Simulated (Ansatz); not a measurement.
# GaN under changes of volume

One of the cells (11.310 Å³/atom); the others are scaled copies at fixed shape and fractional positions:

```
Ga N
1.0
     3.18000    0.00000    0.00000
    -1.59000    2.75396    0.00000
     0.00000    0.00000    5.16600
Ga N
2 2
Direct
  0.66667 0.33333 0.50000
  0.33333 0.66667 0.00000
  0.66667 0.33333 0.87500
  0.33333 0.66667 0.37500
```

| Quantity | Value |
| --- | --- |
| Program | Ansatz 0.2.0 |
| Functional | revPBE |
| Dispersion | D3(BJ) |
| Potentials or basis | Ansatz PAW |
| Cutoff | 420 eV (not typed: the program's choice for these potentials) |
| k mesh | 10 × 10 × 5 |
| Occupations | fermi-dirac, width 0.05 eV |
| Spin | no spin polarisation |

```csv
volume (Å³/atom),energy over the lowest point (meV/atom),pressure (GPa),gap on the mesh (eV),largest force (eV/Å)
10.632,?,?,?,?
10.858,21.05,11.4,2.26,0.149
11.084,8.17,6.9,2.13,0.142
11.310,1.34,2.8,1.99,0.136
11.537,0.00,-0.8,1.86,0.130
11.763,3.55,-4.1,1.73,0.124
11.989,11.50,-7.1,1.61,0.119
```

Question: What does the run at 10.632 Å³/atom give?

Answer: Energy over the lowest point 40.70 meV/atom; pressure 16.5 GPa; gap on the mesh 2.40 eV; largest force 0.155 eV/Å.

Worked out: A Birch-Murnaghan fit of order 3 (a polynomial in V^(-2/3)) to the other rows has its minimum at 11.48 Å³/atom with B0 = V·E''(V) = 181 GPa and B' = 4.5 at fixed shape and positions, which overstates the stiffness. It gives 40.71 meV/atom at 10.632 Å³/atom, against the run's 40.70, and -dE/dV = 16.5 GPa, against 16.5. A straight line through the other rows of the gap, of slope -6.6 eV per unit of ln V (its deformation potential), extrapolates to 2.40 eV, against the run's 2.40.

Energies are extrapolated to zero smearing.

Caveats: odd divisions of the mesh miss points on the zone boundary, where band edges often lie, so the gap on the mesh can be too wide; the PAW data sets come from PBE, with cores solved anew for the run's functional, which leaves a small shift of forces and pressure.

Spin-orbit coupling on Ga is left out.
